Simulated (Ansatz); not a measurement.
# LiF: the cost of one run

Code: Ansatz 0.2.0. PAW datasets, plane waves. No spin polarisation and no zero-point or thermal motion.

**1. The cell**

The unstrained cell was relaxed with r2SCAN; in each strained cell the atoms were relaxed again with r2SCAN. Names of k-points are those of the unstrained zone, where strain can split equivalent points. First state: -0.4 % biaxial strain in x and y, free along z.

It is hexagonal, P6_3mc (No. 186); conventional cell a = 3.068 Å, c = 4.816 Å, 9.82 Å³ an atom. Near Li stand 4 F at 1.85–1.86 Å; near F stand 4 Li at 1.85–1.86 Å.

Structure file:

```
CELL_PARAMETERS angstrom
3.06811 0.00000 0.00000
-1.53406 2.65706 0.00000
0.00000 0.00000 4.81642
ATOMIC_POSITIONS crystal
Li 0.33333 0.66667 0.38093
Li 0.66667 0.33333 0.88093
F 0.33333 0.66667 0.99407
F 0.66667 0.33333 0.49407
```

**2. -0.4 % biaxial strain in x and y, free along z: PBE**

input.yaml

```yaml
crystal:
  lattice:
    - [3.0681115226, 0.0, 0.0]
    - [-1.5340557613, 2.6570625202, 0.0]
    - [0.0, 0.0, 4.816419926]
  atoms:
    - { symbol: Li, position: [0.3333333333, 0.6666666667, 0.3809287762] }
    - { symbol: Li, position: [0.6666666667, 0.3333333333, 0.8809287762] }
    - { symbol: F, position: [0.3333333333, 0.6666666667, 0.9940692238] }
    - { symbol: F, position: [0.6666666667, 0.3333333333, 0.4940692238] }
kpoints:
  mp_grid: { grid: [12, 12, 6] }
  band_path:
    path:
      - [0.0, 0.0, 0.0]
      - [0.5, 0.0, 0.0]
      - [0.3333333333, 0.3333333333, 0.0]
      - [0.0, 0.0, 0.5]
      - [0.5, 0.0, 0.5]
      - [0.3333333333, 0.3333333333, 0.5]
    npoints: 1
hamiltonian:
  xc: pbe
scf:
  occupations: { method: fermi_dirac, width: 0.02 }
  n_extra_bands: 5
output:
  forces: true
  stress: true
  eigenvalues: true
  write_density: true
  write_potential: true
  elf: true
  volumetric_format: npy
```

On the command line:

```bash
ansatz run input.yaml --threads 4 --pin off --max-ram 3686MiB --backend cpu --events-out ev --progress --plain --runs-dir out
```

What time and memory should one allow on 4 threads of Arm Neoverse N1, shared host?

About 3.1 s, with a peak of 0.41 GiB.
